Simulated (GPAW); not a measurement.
A run of GPAW 26.7.0:

The input run.py:

```python
import numpy as np
from ase.dft.bandgap import bandgap
from ase.io import read, write
from ase.units import GPa
from gpaw import GPAW, PW
from gpaw.spinorbit import soc_eigenstates

atoms = read('POSCAR')

calc = GPAW(mode=PW(600),
            xc='LDA',
            kpts={'size': (8, 8, 8), 'gamma': True},
            occupations={'name': 'fermi-dirac', 'width': 0.05},
            nbands=23,
            convergence={'density': 1e-05, 'energy': 1e-05},
            maxiter=150,
            txt='gpaw.txt')
atoms.calc = calc
energy = atoms.get_potential_energy()
forces = atoms.get_forces()
stress = atoms.get_stress()
calc.write('gs.gpw')
write('result.traj', atoms)
print(f'Energy: {energy:.6f} eV')
print('Forces (eV/A):')
print(forces.round(4))
print('Stress (GPa):', (stress / GPa).round(3))
print('Fermi level:', round(calc.get_fermi_level(), 4), 'eV')
print(f'Gap: {bandgap(calc)[0]:.4f} eV, direct: {bandgap(calc, direct=True)[0]:.4f} eV')

path = atoms.cell.bandpath('GXWKGLUWLK,UX', npoints=100, eps=1e-4)
bs_calc = calc.fixed_density(kpts=path, symmetry='off', nbands=36,
                             convergence={'bands': 'CBM+6.0', 'eigenstates': 1e-6}, txt='bands.txt')
bs = bs_calc.band_structure()
bs.write('bs.json')
print(f'Gap on the path: {bandgap(bs_calc)[0]:.4f} eV')

soc = soc_eigenstates(bs_calc, theta=0, phi=0)
np.savetxt('soc_bands.dat', soc.eigenvalues(), fmt='%.4f')
mesh = soc_eigenstates('gs.gpw', theta=0, phi=0)
np.savetxt('soc_mesh.dat', mesh.eigenvalues(), fmt='%.4f')
print('Fermi level with spin-orbit coupling:', round(mesh.fermi_level, 4), 'eV')
```

The input POSCAR:

```
Al2Pt
1.0
    0.0000000000      2.9550000000      2.9550000000
    2.9550000000      0.0000000000      2.9550000000
    2.9550000000      2.9550000000      0.0000000000
Pt Al
1 2
Direct
    0.0000000000      0.0000000000      0.0000000000
    0.7500000000      0.7500000000      0.7500000000
    0.2500000000      0.2500000000      0.2500000000
```

Potentials or basis: the program's PAW data sets (release 1.2.1) made for this functional, pw.

Launch:

```console
$ OMP_NUM_THREADS=1 python run.py
```

Hardware: 1 thread of Intel(R) Xeon(R) 6975P-C (Granite Rapids) (shared host).

Task: How long does it take, and how much memory?

Result: It took 37 s on 1 thread of Intel(R) Xeon(R) 6975P-C (Granite Rapids) (shared host), peak memory 0.42 GiB. Counts: scf iterations 15, plane waves 1759, bands 23, k points 29.
